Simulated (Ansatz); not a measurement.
## Frozen normal mode in BN

Computed with Ansatz, DFT LDA, scalar-relativistic, plane waves, PAW. Settings: plane waves to 420 eV, k-mesh 12×12×4 (Γ-centred), Gaussian smearing 0.05 eV. No spin polarisation. Energies are free energies at this smearing, counted from the undisturbed cell; pressure is positive in compression.

The undisturbed cell (as given, not relaxed at this level; it stands at -4.6 GPa):

```xyz
4
Lattice="2.5040 0.0000 0.0000 -1.2520 2.1685 0.0000 0.0000 0.0000 6.6612" Properties=species:S:1:pos:R:3 pbc="T T T"
B     0.0000    1.4457    1.6653
B     1.2520    0.7228    4.9959
N     0.0000    1.4457    4.9959
N     1.2520    0.7228    1.6653
```

The cell holds layers and no dispersion correction was added, so their binding is poorly described.

A zone-centre mode of this cell is frozen in: each atom moves by x times its row below, so x is the largest displacement.
```
atom ux uy uz
  B1   1.000  0.000  0.000
  B2   0.000  0.000  0.000
  N3   0.000  0.000  0.000
  N4  -0.772  0.000  0.000
```

```csv
x (Å),ΔE (meV/cell)
-0.3000,6681.5
-0.1500,1489.0
0.0000,0.0
0.0375,90.6
0.0750,364.2
0.1125,826.7
0.1875,2369.1
0.2250,3496.7
0.2625,4915.9
```

Problem. Predict the force along the mode (eV/Å) at each point.

Solution.
| x (Å) | force along the mode (eV/Å) |
| --- | --- |
| -0.3000 | 52.20 |
| -0.1500 | 20.46 |
| 0.0000 | 0.00 |
| 0.0375 | -4.84 |
| 0.0750 | -9.78 |
| 0.1125 | -14.94 |
| 0.1875 | -26.60 |
| 0.2250 | -33.73 |
| 0.2625 | -42.21 |